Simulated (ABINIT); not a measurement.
# C (Fd-3m) in ABINIT: RPA correlation energy with PBE

Aim: the RPA correlation energy of C with PBE.

Everything below comes from runs of ABINIT 10.8.3 (patched build). Logs are shortened: lines on timing, memory, paths and dates and some standing lists are left out, and cuts for length are marked. The log counts tension as positive stress, the text compression.

### 1 The crystal as given

The structure is cubic, space group Fd-3m (No. 227). Conventional cell: a = 3.567 Å, b = 3.567 Å, c = 3.567 Å, α = 90.00°, β = 90.00°, γ = 90.00°. Around C (site symmetry -43m) lie 4 C at 1.54 Å.

This isn't the form of C at room conditions, which is graphite.

### 2 RPA correlation energy, PBE

run.abi reads:

```
# Datasets
ndtset 3

# Pseudopotentials
pp_dirpath "./"
pseudos "06_C_4_1.2_1.2_pbe_n_v1.0.psp8"

# Structure
acell 3*1.0 Angstrom
rprim
     0.0000000000     1.7833700000     1.7833700000
     1.7833700000     0.0000000000     1.7833700000
     1.7833700000     1.7833700000     0.0000000000
ntypat 1
znucl 6
natom 2
typat 1 1
xred
            3/4            3/4            3/4
            1/2            1/2            1/2

# Plane-wave basis
ecut 816.341587 eV

# k points
kptopt 1
ngkpt 8 8 8
nshiftk 1
shiftk 0.0 0.0 0.0
istwfk *1

# Exchange and correlation
ixc 11

# Bands and occupations
occopt 1

# SCF cycle
nstep 80
diemac 6.0

# Output
iomode 3
prteig 0
prtebands 0

# Dataset 1: ground state
nband1 4
tolvrs1 1.0e-12
prtden1 1
prtwf1 0

# Dataset 2: empty bands at fixed density
iscf2 -2
getden2 1
nband2 47
nbdbuf2 4
tolwfr2 1.0e-12
nstep2 120
prtden2 0

# Dataset 3: screening
optdriver3 3
getwfk3 2
nband3 43
ecuteps3 4.0
ecutwfn3 18.0
inclvkb3 2
gwcalctyp3 1
gwrpacorr3 1
nfreqim3 8
```

Potentials or basis: SPMS NC PBE v1.0.

Command:

```
$ mpirun --bind-to none -np 4 abinit run.abi > log 2>&1
```

run.abo:

```text
.Version 10.8.3 of ABINIT
 DATASET    1 : space group Fd -3 m (#227); Bravais cF (face-center cubic)
================================================================================
 Values of the parameters that define the memory need for DATASET  1.
     intxc =       0    ionmov =       0      iscf =       7    lmnmax =       4
     lnmax =       4     mgfft =      24  mpssoang =       2    mqgrid =    3001
     natom =       2  nloc_mem =       1    nspden =       1   nspinor =       1
    nsppol =       1      nsym =      48    n1xccc =    2501    ntypat =       1
    occopt =       1   xclevel =       2
       mpw =         620          nfft =       13824          nkpt =          29
================================================================================
================================================================================
[... 13 lines left out ...]
 DATASET    3 : space group Fd -3 m (#227); Bravais cF (face-center cubic)
================================================================================
 Values of the parameters that define the memory need for DATASET  3.
     intxc =       0    ionmov =       0      iscf =       7    lmnmax =       4
     lnmax =       4     mgfft =      20  mpssoang =       2    mqgrid =    3001
     natom =       2  nloc_mem =       1    nspden =       1   nspinor =       1
    nsppol =       1      nsym =      48    n1xccc =    2501    ntypat =       1
    occopt =       1   xclevel =       2
       mpw =         291          nfft =        8000          nkpt =          29
================================================================================
================================================================================

--------------------------------------------------------------------------------
------------- Echo of variables that govern the present computation ------------
--------------------------------------------------------------------------------
 -outvars: echo values of preprocessed input variables --------
            acell      1.8897261259E+00  1.8897261259E+00  1.8897261259E+00 Bohr
              amu      1.20110000E+01
           diemac      6.00000000E+00
             ecut1     3.00000000E+01 Hartree
             ecut2     3.00000000E+01 Hartree
             ecut3     1.80000000E+01 Hartree
          ecuteps1     0.00000000E+00 Hartree
          ecuteps2     0.00000000E+00 Hartree
          ecuteps3     4.00000000E+00 Hartree
          ecutwfn1     0.00000000E+00 Hartree
          ecutwfn2     0.00000000E+00 Hartree
          ecutwfn3     1.80000000E+01 Hartree
           getden1          0
           getden2          1
           getden3          0
           getwfk1          0
           getwfk2          0
           getwfk3          2
        gwcalctyp1          0
        gwcalctyp2          0
        gwcalctyp3          1
        gwrpacorr1          0
        gwrpacorr2          0
        gwrpacorr3          1
             iscf1          7
             iscf2         -2
             iscf3          7
              ixc          11
           jdtset        1    2    3
         kptrlatt        8    0    0      0    8    0      0    0    8
          kptrlen      3.81281127E+01
            natom           2
            nband1          4
            nband2         47
            nband3         43
           nbdbuf1          0
           nbdbuf2          4
           nbdbuf3          0
           ndtset           3
          nfreqim1         -1
          nfreqim2         -1
          nfreqim3          8
            ngfft1         24      24      24
            ngfft2         24      24      24
            ngfft3         20      20      20
             nkpt          29
           npweps1          0
           npweps2          0
           npweps3         27
            nstep1         80
            nstep2        120
            nstep3         80
             nsym          48
           ntypat           1
        optdriver1          0
        optdriver2          0
        optdriver3          3
           prtden1          1
           prtden2          0
           prtden3          1
        prtebands           0
           prteig           0
            prtwf1          0
            prtwf2          1
            prtwf3          1
            rprim      0.0000000000E+00  1.7833700000E+00  1.7833700000E+00
                       1.7833700000E+00  0.0000000000E+00  1.7833700000E+00
                       1.7833700000E+00  1.7833700000E+00  0.0000000000E+00
          spgroup         227
           tolvrs1     1.00000000E-12
           tolvrs2     0.00000000E+00
           tolvrs3     0.00000000E+00
           tolwfr1     0.00000000E+00
           tolwfr2     1.00000000E-12
           tolwfr3     0.00000000E+00
            typat      1  1
           xangst      2.6750550000E+00  2.6750550000E+00  2.6750550000E+00
[... 226 lines left out ...]
cartesian_stress_tensor: null
pressure_GPa: null
xred      :
- [  7.5000E-01,   7.5000E-01,   7.5000E-01,  C]
- [  5.0000E-01,   5.0000E-01,   5.0000E-01,  C]
cartesian_forces: null
force_length_stats: {min: null, max: null, mean: null, }
...

 Integrated electronic density in atomic spheres:
 ------------------------------------------------
 Atom  Sphere_radius  Integrated_density
    1        2.00000          4.70161348
    2        2.00000          4.70161348
================================================================================

 ----iterations are completed or convergence reached----

 Mean square residual over all n,k,spin=   37.586E-14; max=  99.480E-14
 reduced coordinates (array xred) for    2 atoms
       0.750000000000      0.750000000000      0.750000000000
       0.500000000000      0.500000000000      0.500000000000

 cartesian coordinates (angstrom) at end:
    1      2.67505500000000     2.67505500000000     2.67505500000000
    2      1.78337000000000     1.78337000000000     1.78337000000000
 length scales=  1.889726125908  1.889726125908  1.889726125908 bohr
              =  1.000000000000  1.000000000000  1.000000000000 angstroms
 Eigenvalues (hartree) for nkpt=  29  k points:
 kpt#   1, nband= 47, wtk=  0.00195, kpt=  0.0000  0.0000  0.0000 (reduced coord)
  -0.41197    0.37814    0.37814    0.37814    0.58523    0.58523    0.58523    0.86732
   1.08694    1.36501    1.36501    1.39342    1.39342    1.39342    1.65713    2.11774
   2.11774    2.11774    2.88385    2.88385    2.88385    3.03853    3.03853    3.11771
   3.11771    3.11771    3.28672    3.28672    3.28672    3.57574    4.04411    4.04411
   4.04411    4.24844    4.24844    4.24844    4.27136    4.27136    4.27183    4.27183
   4.40749    4.40749    4.40749    4.43818    4.43818    4.43818    4.48135
 prteigrs : prtvol=0 or 1, do not print more k-points.

================================================================================
== DATASET  3 ==================================================================

--- !DatasetInfo
iteration_state: {dtset: 3, }
dimensions: {natom: 2, nkpt: 29, mband: 43, nsppol: 1, nspinor: 1, nspden: 1, mpw: 291, }
cutoff_energies: {ecut:  18.0, pawecutdg:  -1.0, }
electrons: {nelect:   8.00000000E+00, charge:   0.00000000E+00, occopt:   1.00000000E+00, tsmear:   1.00000000E-02, }
meta: {optdriver: 3, gwcalctyp: 1, }
...

 mkfilename : getwfk/=0, take file _WFK from output of DATASET   2.

 Exchange-correlation functional for the present dataset will be:
  GGA: Perdew-Burke-Ernzerhof functional - ixc=11
  J.P.Perdew, K.Burke, M.Ernzerhof, PRL 77, 3865 (1996)

 SCREENING: Calculation of the susceptibility and dielectric matrices

 Based on a program developped by R.W. Godby, V. Olevano, G. Onida, and L. Reining.
 Incorporated in ABINIT by V. Olevano, G.-M. Rignanese, and M. Torrent.

 Real(R)+Recip(G) space primitive vectors, cartesian coordinates (Bohr,Bohr^-1):
 R(1)=  0.0000000  3.3700809  3.3700809  G(1)= -0.1483644  0.1483644  0.1483644
 R(2)=  3.3700809  0.0000000  3.3700809  G(2)=  0.1483644 -0.1483644  0.1483644
 R(3)=  3.3700809  3.3700809  0.0000000  G(3)=  0.1483644  0.1483644 -0.1483644
 Unit cell volume ucvol=  7.6551017E+01 bohr^3
 Angles (23,13,12)=  6.00000000E+01  6.00000000E+01  6.00000000E+01 degrees

--- Pseudopotential description ------------------------------------------------
- pspini: atom type   1  psp file is ./06_C_4_1.2_1.2_pbe_n_v1.0.psp8
   6.00000   4.00000    210705                znucl, zion, pspdat
    8   11    1    4       600   0.00000      pspcod,pspxc,lmax,lloc,mmax,r2well
    5.99000000000000    4.00000000000000    0.00000000000000   rchrg,fchrg,qchrg
     nproj     2     2
     extension_switch     1

--------------------------------------------------------------------------------

 ==== K-mesh for the wavefunctions ====
 Number of points in the irreducible wedge :    29
 Reduced coordinates and weights :

     1)     0.00000000E+00  0.00000000E+00  0.00000000E+00       0.00195
     2)     1.25000000E-01  0.00000000E+00  0.00000000E+00       0.01563
     3)     2.50000000E-01  0.00000000E+00  0.00000000E+00       0.01563
     4)     3.75000000E-01  0.00000000E+00  0.00000000E+00       0.01563
   [... 25 further points ...]

 Together with 48 symmetry operations and time-reversal symmetry
 yields   512 points in the full Brillouin Zone.

 ==== Q-mesh for the screening function ====
 Number of points in the irreducible wedge :    29
 Reduced coordinates and weights :

     1)     0.00000000E+00  0.00000000E+00  0.00000000E+00       0.00195
     2)     1.25000000E-01  0.00000000E+00  0.00000000E+00       0.01563
     3)     2.50000000E-01  0.00000000E+00  0.00000000E+00       0.01563
     4)     3.75000000E-01  0.00000000E+00  0.00000000E+00       0.01563
   [... 25 further points ...]

 Together with 48 symmetry operations and time-reversal symmetry
 yields   512 points in the full Brillouin Zone.

 setmesh: FFT mesh size selected  =    20x   20x   20
          total number of points  =         8000

 vcoul_init : cutoff-mode = AUXILIARY_FUNCTION
 q-points for optical limit:   1
     1)      0.000010    0.000020    0.000030

 Number of electrons calculated from density =    7.9963; Expected =    8.0000
 average of density, n =  0.104457
 r_s =    1.3172
 omega_plasma =   31.1763 [eV]

 calculating chi0 at frequencies [eV] :
  1    0.000000E+00    0.000000E+00
  2    0.000000E+00    1.343289E+03
  3    0.000000E+00    2.404413E+02
  4    0.000000E+00    8.749144E+01
  5    0.000000E+00    3.943701E+01
  6    0.000000E+00    1.877575E+01
  7    0.000000E+00    8.463223E+00
  8    0.000000E+00    3.079585E+00
  9    0.000000E+00    5.512287E-01

--------------------------------------------------------------------------------
  q-point number  1        q = ( 0.000000, 0.000000, 0.000000) [r.l.u.]
--------------------------------------------------------------------------------
 For q-point:  0.000010 0.000020 0.000030
  dielectric constant =   5.7207
  dielectric constant without local fields =   5.9638

  Average fulfillment of the sum rule on Im[epsilon] for q-point    1 :     85.94  [%]
--------------------------------------------------------------------------------
  q-point number  2        q = ( 0.125000, 0.000000, 0.000000) [r.l.u.]
--------------------------------------------------------------------------------
  Average fulfillment of the sum rule on Im[epsilon] for q-point    2 :     96.20  [%]
[... 131 lines left out ...]
--------------------------------------------------------------------------------
  q-point number 29        q = (-0.250000, 0.500000, 0.250000) [r.l.u.]
--------------------------------------------------------------------------------
  Average fulfillment of the sum rule on Im[epsilon] for q-point   29 :     90.90  [%]

== END DATASET(S) ==============================================================
================================================================================

 -outvars: echo values of variables after computation  --------
            acell      1.8897261259E+00  1.8897261259E+00  1.8897261259E+00 Bohr
           etotal1    -1.2033979009E+01
           etotal3     0.0000000000E+00
            fcart1    -5.9923900600E-29  5.9923900600E-29 -3.9949267067E-29
                       5.9923900600E-29 -5.9923900600E-29  3.9949267067E-29
            fcart3     0.0000000000E+00  0.0000000000E+00  0.0000000000E+00
                       0.0000000000E+00  0.0000000000E+00  0.0000000000E+00
            rprim      0.0000000000E+00  1.7833700000E+00  1.7833700000E+00
                       1.7833700000E+00  0.0000000000E+00  1.7833700000E+00
                       1.7833700000E+00  1.7833700000E+00  0.0000000000E+00
           strten1     2.0238305692E-04  2.0238305692E-04  2.0238305692E-04
                       0.0000000000E+00  0.0000000000E+00  0.0000000000E+00
           strten3     0.0000000000E+00  0.0000000000E+00  0.0000000000E+00
                       0.0000000000E+00  0.0000000000E+00  0.0000000000E+00
           xangst      2.6750550000E+00  2.6750550000E+00  2.6750550000E+00
                       1.7833700000E+00  1.7833700000E+00  1.7833700000E+00
             xred      7.5000000000E-01  7.5000000000E-01  7.5000000000E-01
                       5.0000000000E-01  5.0000000000E-01  5.0000000000E-01
 Calculation completed.
```

Wall time 28 s (4 MPI ranks of Intel Xeon Platinum 8559C (Emerald Rapids), shared host); peak memory 0.56 GiB.

What came out:

```yaml
Band_gap_on_the_k_mesh_mean-field_level: 4.18 eV, indirect (least direct gap 5.64 eV)
RPA_correlation_energy: -5.187 eV/atom
RPA_correlation_energy_per_cell: -10.375 eV
RPA_dielectric_constant: 5.72
RPA_dielectric_constant_without_local_fields: 5.96
```

Caveat: the cutoff is too short for stress, so the log's stress isn't used; the long-wavelength part of the RPA energy is incomplete in this program, an error that falls with the number of q points. A k mesh can miss the band edges.
